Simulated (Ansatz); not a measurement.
# BaS: energy and pressure over a range of volumes

Aim: scale the cell of BaS up and down at fixed shape and fractional positions, and get the equilibrium volume and bulk modulus with LAPW, PAW and all-electron datasets made for the crystal.

Method: DFT PBE, scalar-relativistic, in Ansatz 0.2.0.

**1. Starting point**

It takes space group F-43m (No. 216, cubic). Conventional cell: a = 7.032 Å, b = 7.032 Å, c = 7.032 Å, α = 90.00°, β = 90.00°, γ = 90.00°. Around Ba (site symmetry -43m) lie 4 S at 3.05 Å. Around S (site symmetry -43m) lie 4 Ba at 3.05 Å.

As a file:

```xyz
2
Lattice="0.0000 3.5161 3.5161 3.5161 0.0000 3.5161 3.5161 3.5161 0.0000" Properties=species:S:1:pos:R:3 pbc="T T T"
Ba    0.0000    0.0000    0.0000
S     1.7581    1.7581    1.7581
```

The structure (zincblende type) was typed from a prototype and relaxed by PAW; whether it is the ground state wasn't tested.

Atoms are numbered in the order of the input: Ba1, S2.

**2. Volume × 0.9405, LAPW**

The input, input.yaml:

```yaml
crystal:
  lattice:
    - [0.0, 3.4449689892, 3.4449689892]
    - [3.4449689892, 0.0, 3.4449689892]
    - [3.4449689892, 3.4449689892, 0.0]
  atoms:
    - { symbol: Ba, position: [0.0, 0.0, 0.0] }
    - { symbol: S, position: [0.25, 0.25, 0.25] }
kpoints:
  mp_grid: { grid: [9, 9, 9] }
scf:
  occupations: { method: fermi_dirac, width: 0.08 }
hamiltonian:
  xc: pbe
  pseudopotentials: { kind: all_electron, lapw: { basis_error: 0.00025 } }
output:
  forces: true
  stress: true
  eigenvalues: true
```

Launch:

```console
$ ansatz run input.yaml --threads 1 --pin off --max-ram 2048MiB --backend cpu --events-out ev --progress --plain --runs-dir out
```

**3. Volume × 0.9405, PAW**

input.yaml: that of step 2 with these lines changed.

```diff
@@ -14,3 +14,3 @@
   xc: pbe
-  pseudopotentials: { kind: all_electron, lapw: { basis_error: 0.00025 } }
+  pseudopotentials: { kind: paw }
 output:
@@ -19 +19,2 @@
   eigenvalues: true
+  efg: { contact_densities: true }
```

**4. Volume × 0.9405, crystal datasets**

input.yaml: that of step 3 with these lines changed.

```diff
@@ -14,3 +14,3 @@
   xc: pbe
-  pseudopotentials: { kind: paw }
+  pseudopotentials: { kind: all_electron, datasets: crystal }
 output:
```

**5. Volume × 0.98, LAPW**

The input, input.yaml:

```yaml
crystal:
  lattice:
    - [0.0, 3.4925374802, 3.4925374802]
    - [3.4925374802, 0.0, 3.4925374802]
    - [3.4925374802, 3.4925374802, 0.0]
  atoms:
    - { symbol: Ba, position: [0.0, 0.0, 0.0] }
    - { symbol: S, position: [0.25, 0.25, 0.25] }
kpoints:
  mp_grid: { grid: [9, 9, 9] }
scf:
  occupations: { method: fermi_dirac, width: 0.08 }
hamiltonian:
  xc: pbe
  pseudopotentials: { kind: all_electron, lapw: { basis_error: 0.00025 } }
output:
  forces: true
  stress: true
  eigenvalues: true
```

**6. Volume × 0.98, PAW**

input.yaml: that of step 5 with these lines changed.

```diff
@@ -14,3 +14,3 @@
   xc: pbe
-  pseudopotentials: { kind: all_electron, lapw: { basis_error: 0.00025 } }
+  pseudopotentials: { kind: paw }
 output:
@@ -19 +19,2 @@
   eigenvalues: true
+  efg: { contact_densities: true }
```

**7. Volume × 1.02, LAPW**

The input, input.yaml:

```yaml
crystal:
  lattice:
    - [0.0, 3.5394227726, 3.5394227726]
    - [3.5394227726, 0.0, 3.5394227726]
    - [3.5394227726, 3.5394227726, 0.0]
  atoms:
    - { symbol: Ba, position: [0.0, 0.0, 0.0] }
    - { symbol: S, position: [0.25, 0.25, 0.25] }
kpoints:
  mp_grid: { grid: [9, 9, 9] }
scf:
  occupations: { method: fermi_dirac, width: 0.08 }
hamiltonian:
  xc: pbe
  pseudopotentials: { kind: all_electron, lapw: { basis_error: 0.00025 } }
output:
  forces: true
  stress: true
  eigenvalues: true
```

**8. Volume × 1.02, PAW**

input.yaml: that of step 7 with these lines changed.

```diff
@@ -14,3 +14,3 @@
   xc: pbe
-  pseudopotentials: { kind: all_electron, lapw: { basis_error: 0.00025 } }
+  pseudopotentials: { kind: paw }
 output:
@@ -19 +19,2 @@
   eigenvalues: true
+  efg: { contact_densities: true }
```

**9. Volume × 1.06, LAPW**

The input, input.yaml:

```yaml
crystal:
  lattice:
    - [0.0, 3.5850977816, 3.5850977816]
    - [3.5850977816, 0.0, 3.5850977816]
    - [3.5850977816, 3.5850977816, 0.0]
  atoms:
    - { symbol: Ba, position: [0.0, 0.0, 0.0] }
    - { symbol: S, position: [0.25, 0.25, 0.25] }
kpoints:
  mp_grid: { grid: [9, 9, 9] }
scf:
  occupations: { method: fermi_dirac, width: 0.08 }
hamiltonian:
  xc: pbe
  pseudopotentials: { kind: all_electron, lapw: { basis_error: 0.00025 } }
output:
  forces: true
  stress: true
  eigenvalues: true
```

**10. Volume × 1.06, PAW**

input.yaml: that of step 9 with these lines changed.

```diff
@@ -14,3 +14,3 @@
   xc: pbe
-  pseudopotentials: { kind: all_electron, lapw: { basis_error: 0.00025 } }
+  pseudopotentials: { kind: paw }
 output:
@@ -19 +19,2 @@
   eigenvalues: true
+  efg: { contact_densities: true }
```

**11. Volume × 1.06, crystal datasets**

input.yaml: that of step 10 with these lines changed.

```diff
@@ -14,3 +14,3 @@
   xc: pbe
-  pseudopotentials: { kind: paw }
+  pseudopotentials: { kind: all_electron, datasets: crystal }
 output:
```

(Steps that only read results are left out.)

**Question.** What will these runs give? Wanted: equilibrium volume; bulk modulus (for each run or level that gives them).

**Answer**, as computed:

```
                      quantity           value
     equilibrium volume (LAPW)  43.533 Å³/atom
           bulk modulus (LAPW)        27.6 GPa
its pressure derivative (LAPW)             4.0
      equilibrium volume (PAW)  43.532 Å³/atom
            bulk modulus (PAW)        27.6 GPa
 its pressure derivative (PAW)             4.0
```

What this shows: By LAPW, the pressure vanishes at 43.53 Å³/atom (+0.1 % from the starting cell) and the bulk modulus there is 27.6 GPa (Birch-Murnaghan, third order). PAW's volume lies less than 0.01 % and its modulus less than 0.1 % from LAPW's. The gap goes from 2.87 eV at the smallest volume to 2.69 eV at the largest. No thermal or zero-point expansion is included. Spin-orbit coupling is left out, though the cell holds Ba; in elements this heavy it can shift bands and gaps by tenths of an eV.
